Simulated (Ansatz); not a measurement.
Rocksalt YN, relaxed with r2SCAN, was run in Ansatz 0.2.0 under altered settings. All numbers are computed, without spin polarisation but where a row says otherwise.

```yaml
crystal:
  lattice:
    - [0.00000, 2.44805, 2.44805]
    - [2.44805, 0.00000, 2.44805]
    - [2.44805, 2.44805, 0.00000]
  atoms:
    - { symbol: Y, position: [0.00000, 0.00000, 0.00000] }
    - { symbol: N, position: [0.50000, 0.50000, 0.50000] }
```

The base run's other keys:
```yaml
kpoints:
  mp_grid: { grid: [4, 4, 4] }
hamiltonian:
  xc: hse06
scf:
  occupations: { method: fixed }
  n_extra_bands: 4
```

It takes 15 iterations with 537 plane waves at 420 eV and 8 k points, and leaves a mean stress of -1.02 GPa. The gap over this mesh is 1.084 eV.

Outcomes, with energy and stress as changes against the base:
```csv
setting,outcome,ΔF (meV/atom),Δ mean stress (GPa),gap on the mesh (eV),iterations
"PBE hybrid, exx coeff 0.5, unscreened",converged,–,-2.4,3.580,21
"PBE hybrid, exx coeff 0.15, unscreened",converged,–,+1.1,1.098,12
"PBE hybrid, exx coeff 1.5, omega 0.5 1/Å",refused,–,–,–,–
scf.exx.singularity: wigner_seitz,converged,0.0,0.0,1.084,15
basis.ecutwfc: 80,not converged,–,–,–,20
hamiltonian.dispersion: d4,converged,-282,-3.4,1.084,15
```
A dash marks a value that wasn't obtained or can't be compared. Stress is positive in compression.

- PBE hybrid, exx coeff 0.5, unscreened. That is 50 % exact exchange, at all ranges, against HSE06's 25 % screened at 0.208 1/Å. The mean stress moves by -2.4 GPa and the gap on the mesh by +2.497 eV (to 3.580). Totals of different functionals aren't comparable.
- PBE hybrid, exx coeff 0.15, unscreened. That is 15 % exact exchange, at all ranges, against HSE06's 25 % screened at 0.208 1/Å. The mean stress moves by +1.1 GPa and the gap on the mesh by +0.015 eV (to 1.098). Totals of different functionals aren't comparable.
- PBE hybrid, exx coeff 1.5, omega 0.5 1/Å. The input is refused before any iteration. Error: invalid value for `hamiltonian.xc.exx.coeff`: must be finite and in (0, 1]; got 1.5
- basis.ecutwfc: 80. The loop closes, but the program refuses the state that it reached. Error: refused after 3 iterations: little_group_invariance = 2.00e0 (threshold 2.00e-3); the state that met every other criterion of the hybrid outer loop has lost the crystal's symmetry and is not regaining it fast enough for `scf.exx.max_outer_iter` (outer cycles, not inner-SCF steps) […]
- hamiltonian.dispersion: d4. The free energy moves by -282 meV an atom, the mean stress by -3.4 GPa and the gap on the mesh by 0.000 eV (to 1.084). A pairwise correction adds to energy, forces and stress and leaves the bands alone.

Within 1 meV an atom, 0.1 GPa and 0.005 eV of the base stay: scf.exx.singularity: wigner_seitz.

The stress of a hybrid is loosely converged in these runs.

The meshes of the hybrids are coarse, so their gaps aren't converged to the digits shown.
